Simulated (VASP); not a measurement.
Al2O3:

```
CELL_PARAMETERS angstrom
2.40251 1.38709 4.37208
-2.40251 1.38709 4.37208
0.00000 -2.77418 4.37208
ATOMIC_POSITIONS crystal
Al 0.64790 0.64790 0.64790
Al 0.85210 0.85210 0.85210
Al 0.14790 0.14790 0.14790
Al 0.35210 0.35210 0.35210
O 0.44385 0.05615 0.75000
O 0.94385 0.25000 0.55615
O 0.05615 0.75000 0.44385
O 0.75000 0.44385 0.05615
O 0.25000 0.55615 0.94385
O 0.55615 0.94385 0.25000
```

The cell is a database's computed one.

```yaml
Program: VASP 6.6.1
Task: relaxation of cell and atoms
Functional: PBEsol
Potentials_or_basis: VASP PAW PBE potentials, release 64 (Al, O)
Cutoff: 600 eV
k_mesh: 6 × 6 × 6
Occupations: gaussian, width 0.02 eV
Spin: no spin polarisation
```

At the start: pressure -5.1 GPa; volume 8.74 Å³/atom.

**Question.** Where does the relaxation end?

**Answer.** Over 5 steps the energy falls by 3.1 meV/atom and the volume is 8.55 Å³/atom (-2.2 %); space group R-3c (No. 167, to 0.05 Å).

Step by step:
```
step  energy change (eV)  largest force (eV/Å)  pressure (GPa)  volume (Å³)
   1              0.0000                0.0561           -5.11        87.42
   2             -0.0075                0.0502            4.78        83.94
   3             -0.0309                0.0095           -0.01        85.54
   4             -0.0309                0.0094            0.10        85.50
   5             -0.0310                0.0068            0.10        85.49
```

Final structure:
```
Al O
1.0
     2.38591    1.37750    4.33545
    -2.38591    1.37750    4.33545
     0.00000   -2.75501    4.33545
Al O
4 6
Cartesian
  0.0000 0.0000 8.4276
  0.0000 0.0000 11.0820
  0.0000 0.0000 1.9244
  0.0000 0.0000 4.5788
  0.9266 -1.3775 5.4193
  1.6562 0.1137 7.5870
  -1.6562 -0.1137 5.4193
  0.7297 1.4912 5.4193
  -0.7297 -1.4912 7.5870
  -0.9266 1.3775 7.5870
```

Caveat: the PAW data sets were made with another functional, which shifts forces and pressure a little.
